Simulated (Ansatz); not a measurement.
## AgCl (Chlorargyrite): band structure with PBEsol

**Measured values to compare with.**

From a printed reference work, data compilation, for a bulk crystal of AgCl: band gap 3.249 eV (indirect).

AgCl (Chlorargyrite):

```
Ag Cl
1.0
     0.00000    2.73500    2.73500
     2.73500    0.00000    2.73500
     2.73500    2.73500    0.00000
Ag Cl
1 1
Direct
  0.00000 0.00000 0.00000
  0.50000 0.50000 0.50000
```

| Quantity | Value |
| --- | --- |
| Program | Ansatz 0.2.0 |
| Task | band structure |
| Functional | PBEsol |
| Potentials or basis | all-electron LAPW, scalar-relativistic |
| Cutoff | 217 eV (chosen from the basis error) |
| Basis error allowed | 0.001 eV/atom |
| k mesh | 6 × 6 × 6 |
| Occupations | fermi-dirac, width 0.05 eV |
| Spin | no spin polarisation |

The pressure is -0.7 GPa, the band gap on the k mesh is 0.73 eV, indirect (least direct gap 3.23 eV) and the band gap along the path is 0.73 eV, indirect (least direct gap 2.98 eV).

Levels at the corners of the path, in eV from the valence-band top:
| point | band 14 | band 15 | band 16 | band 17 | band 18 | band 19 | band 20 | band 21 |
| --- | --- | --- | --- | --- | --- | --- | --- | --- |
| Γ | -2.61 | -2.50 | -2.50 | -2.50 | 0.73 | 10.55 | 10.55 | 10.55 |
| X | -2.40 | -2.10 | -2.10 | -1.99 | 2.16 | 7.73 | 8.60 | 11.57 |
| W | -2.15 | -2.10 | -2.10 | -1.32 | 4.14 | 7.70 | 7.70 | 7.84 |
| K | -2.17 | -1.98 | -1.78 | -1.15 | 3.46 | 7.06 | 8.00 | 9.70 |
| Γ | -2.61 | -2.50 | -2.50 | -2.50 | 0.73 | 10.55 | 10.55 | 10.55 |
| L | -2.24 | -1.90 | 0.00 | 0.00 | 3.91 | 6.67 | 7.37 | 7.37 |
| U | -2.17 | -1.98 | -1.78 | -1.15 | 3.46 | 7.06 | 8.00 | 9.70 |
| W | -2.15 | -2.10 | -2.10 | -1.32 | 4.14 | 7.70 | 7.70 | 7.84 |

Wall time 8.7 s on 1 thread of Arm Neoverse V1, with other jobs on the host, peak memory 0.25 GiB.

Against the measured gap of AgCl, 3.249 eV (indirect; a printed reference work, data compilation), the calculated 0.73 eV is off by -2.52 eV. So large a miss can be the level of theory's own, or it may mean another phase, state or a wrong row. Spin-orbit coupling on Ag is left out. The value is that of PBEsol, without temperature or zero-point motion. Semilocal functionals fall short of measured gaps as a rule.
